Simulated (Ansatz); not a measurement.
## W vacancy in WS2

All numbers below come from DFT PBE, scalar-relativistic, plane waves, PAW (Ansatz 0.2.0). Run with 420 eV cutoff, 3×3×3 k-mesh, Gaussian smearing of 0.01 eV, collinear spin.

Host crystal, relaxed:

```
CELL_PARAMETERS angstrom
1.59387 0.92022 7.47445
-1.59387 0.92022 7.47445
0.00000 -1.84045 7.47445
ATOMIC_POSITIONS crystal
W 0.00068 0.00068 0.00068
S 0.40407 0.40407 0.40407
S 0.26395 0.26395 0.26395
```

Supercell of 12 atoms, rows in host cell vectors: 0 -2 2; 2 -2 0; 1 -1 1. Atoms relax at the host's cell, keeping the symmetry that the supercell leaves at the site. The cell is small, so energies carry finite-size errors of tenths of an eV. The host's Kohn–Sham gap is 1.64 eV. Atoms are taken from and returned to the elements' standard states. Charged cells are corrected for image charges with the computed static dielectric tensor (mean 8.8) and aligned with the host's potential at far atoms (alignment terms reach 4.62 eV; the program doubts the alignment in some charges, where it is up to 4.62 eV). No band-filling term is added, and the Fermi level counts from the host's valence band top.

Spin-orbit coupling is left out, which matters for the bands and energies of heavy elements.

Defect: W vacancy set at (0.001, 0.001, 0.001) of the host cell. Before relaxation its nearest neighbours are 6 S at 2.42 Å.

```json
{"charge": "0", "E_f at the valence band top (eV)": "6.15", "over the neutral state (eV)": "0.00", "moment (μB)": "1.33", "largest move (Å)": "0.08", "atoms near the site": "6 S at 2.44 Å"}
{"charge": "-1", "E_f at the valence band top (eV)": "7.18", "over the neutral state (eV)": "1.03", "moment (μB)": "0.78", "largest move (Å)": "0.09", "atoms near the site": "6 S at 2.42 Å"}
{"charge": "-2", "E_f at the valence band top (eV)": "9.31", "over the neutral state (eV)": "3.15", "moment (μB)": "0.22", "largest move (Å)": "0.10", "atoms near the site": "6 S at 2.40 Å"}
```

Among the charges computed the stable one is 0 at the valence band top, changing to -1 at 1.03 eV. In charge -2 the extra carrier would gain by moving to a band edge of the host, so it isn't bound in the gap. In charge 0, -1, -2 the cell has partly filled bands: a level of the defect may be part filled, the carrier may sit in the host's bands, or levels may cross between the k points, so transitions that involve it are doubtful. Without the alignment that the program doubts, the level (0/-1) would lie at -1.12 eV, outside the gap, so these runs don't decide whether the defect changes charge there. Fractional moments come from partly filled bands of the small cell.